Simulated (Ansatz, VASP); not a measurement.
One calculation of Al, two programs

File INCAR:

```
SYSTEM = Al
PREC     = Accurate       ! precision mode
ENCUT    = 520            ! plane-wave cutoff, eV
EDIFF    = 1E-6           ! SCF threshold, eV
ISMEAR   = -1             ! smearing method
SIGMA    = 0.05           ! smearing width, eV
LREAL    = .FALSE.        ! projectors in reciprocal space
LASPH    = .TRUE.         ! aspherical terms in the spheres
NELM     = 60             ! most SCF steps
ALGO     = Fast           ! electronic algorithm
ISIF     = 2              ! what is computed and relaxed
LWAVE    = .FALSE.        ! write WAVECAR
LCHARG   = .TRUE.         ! write CHGCAR
GGA      = PS             ! functional
LELF     = .TRUE.         ! ELF
LVHAR    = .TRUE.       
NBANDS   = 8              ! bands
```

File KPOINTS:

```
regular mesh
0
G
  11 11 11
  0 0 0
```

Contents of POSCAR:

```
Al
1.0
    0.0000000000      2.0514502267      2.0514502267
    2.0514502267      0.0000000000      2.0514502267
    2.0514502267      2.0514502267      0.0000000000
Al
1
Direct
    0.0000000000      0.0000000000      0.0000000000
```

File input.yaml:

```yaml
crystal:
  lattice:
    - [0.0, 2.0514502267, 2.0514502267]
    - [2.0514502267, 0.0, 2.0514502267]
    - [2.0514502267, 2.0514502267, 0.0]
  atoms:
    - { symbol: Al, position: [0.0, 0.0, 0.0] }
kpoints:
  mp_grid: { grid: [11, 11, 11] }
scf:
  occupations: { method: fermi_dirac, width: 0.05 }
hamiltonian:
  xc: pbesol
  pseudopotentials: { kind: all_electron, lapw: { basis_error: 0.0005 } }
output:
  forces: true
  stress: true
  eigenvalues: true
```

Change from the starting cell: volume scaled by 1.04.

Alike in both runs: task single point; functional PBEsol; k mesh 11 × 11 × 11; occupations fermi-dirac, width 0.05 eV; no spin polarisation.

```csv
,VASP,Ansatz
version,VASP 6.6.1,Ansatz 0.2.0
potentials or method,"VASP PAW PBE potentials, release 64 (Al)","all-electron LAPW, scalar-relativistic"
plane-wave cutoff (eV),520,see its input
```

```csv
,VASP,Ansatz,Ansatz less VASP
gap on the k mesh at the Fermi level (eV),none,none,-
pressure (GPa),-4.6,-4.6,-0.03
```

A gap of «none» marks a metal or a gap that the smearing closes. Ansatz ran all-electron here, so the differences hold the error of VASP's frozen core and of both bases.

Caveats: the PAW data sets were made with another functional, which shifts forces and pressure a little (VASP).
